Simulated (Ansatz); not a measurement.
K:

```xyz
1
Lattice="-2.6976 2.6976 2.6976 2.6976 -2.6976 2.6976 2.6976 2.6976 -2.6976" Properties=species:S:1:pos:R:3 pbc="T T T"
K     0.0000    0.0000    0.0000
```

Program: Ansatz 0.2.0. Alike in all runs: no spin polarisation; cell as given; k mesh 5 × 5 × 5. Hardware: 1 thread of Arm Neoverse V1, with other jobs on the host.

Problem. Order these runs on this cell by their wall time, lowest first.
A. task band structure; level HSEsol; potentials or basis PseudoDojo standard (PBEsol files); cutoff (eV) 1007; smearing fermi-dirac 0.1 eV; points for each segment of the path 4
B. task atomic charges; level r2SCAN+D3(BJ); potentials or basis PseudoDojo standard (PBE files); cutoff (eV) 1007; smearing gaussian 0.05 eV; other keys hamiltonian.dispersion = d3bj; hamiltonian.xc = r2scan
C. task band structure; level HSE06+D3(BJ); potentials or basis Ansatz PAW earlier set; cutoff (eV) 390; smearing fermi-dirac 0.05 eV; points for each segment of the path 4; other keys accuracy = high
D. task single point; level HSE03; potentials or basis Ansatz PAW; cutoff (eV) 420; smearing fermi-dirac 0.15 eV; other keys kpoints.mp_grid.shift = [0.5, 0.5, 0.5]; …

Solution. B (4.7 s), D (21 s), C (130 s), A (1100 s).

Caveats: the meta-GGA runs on potentials made for a GGA (some runs); the dispersion damping was fitted for another functional or another form of the correction (some runs).

Runs at the PBE level aren't shown here.
